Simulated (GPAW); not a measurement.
Here is a GPAW 26.7.0 calculation.

File run.py:

```python
from ase import Atoms
from ase.calculators.mixing import SumCalculator
from ase.eos import EquationOfState
from ase.io import Trajectory
from ase.units import GPa
from dftd4.ase import DFTD4
from gpaw import GPAW, PW

atoms = Atoms(['Ag'],
              cell=[[0.0, 2.04275, 2.04275],
                    [2.04275, 0.0, 2.04275],
                    [2.04275, 2.04275, 0.0]],
              scaled_positions=[[0.0, 0.0, 0.0]],
              pbc=True)

traj = Trajectory('eos.traj', 'w')
volumes, energies = [], []
for x in [0.94, 0.96, 0.98, 1.0, 1.02, 1.04, 1.06]:
    a = atoms.copy()
    a.set_cell(atoms.cell * x**(1 / 3), scale_atoms=True)
    calc = GPAW(mode=PW(600),
                xc='RPBE',
                kpts={'size': (11, 11, 11), 'gamma': True},
                occupations={'name': 'fermi-dirac', 'width': 0.05},
                nbands=18,
                convergence={'density': 1e-05, 'energy': 1e-05},
                maxiter=150,
                txt=f'eos-{x:.2f}.txt')
    a.calc = SumCalculator([calc, DFTD4(method='rpbe')])
    energies.append(a.get_potential_energy())
    volumes.append(a.get_volume())
    p = -a.get_stress()[:3].mean() / GPa
    calc.write(f'eos-{x:.2f}.gpw')
    traj.write(a)
    print(f'{x:.2f} {volumes[-1]:10.4f} A^3 {energies[-1]:14.6f} eV {p:9.3f} GPa', flush=True)

v0, e0, B = EquationOfState(volumes, energies, eos='birchmurnaghan').fit()
print(f'V0 = {v0:.4f} A^3, E0 = {e0:.6f} eV, B0 = {B / GPa:.2f} GPa')
```

Potentials or basis: the program's PAW data sets (release 1.2.1) made for this functional, pw.

The run is started by

```bash
$ OMP_NUM_THREADS=1 python run.py
```

**Question.** Predict the equilibrium volume.

**Answer.** 16.86 Å³/atom.

**Question.** Estimate the pressure derivative of the bulk modulus.

**Answer.** 6.0.

**Question.** Predict the bulk modulus.

**Answer.** 108 GPa.

Energy against volume, from the lowest point:
| volume (Å³/atom) | energy (meV/atom) |
| --- | --- |
| 16.025 | 15.31 |
| 16.366 | 4.83 |
| 16.707 | 0.00 |
| 17.048 | 0.19 |
| 17.389 | 4.66 |
| 17.730 | 12.88 |
| 18.071 | 24.29 |
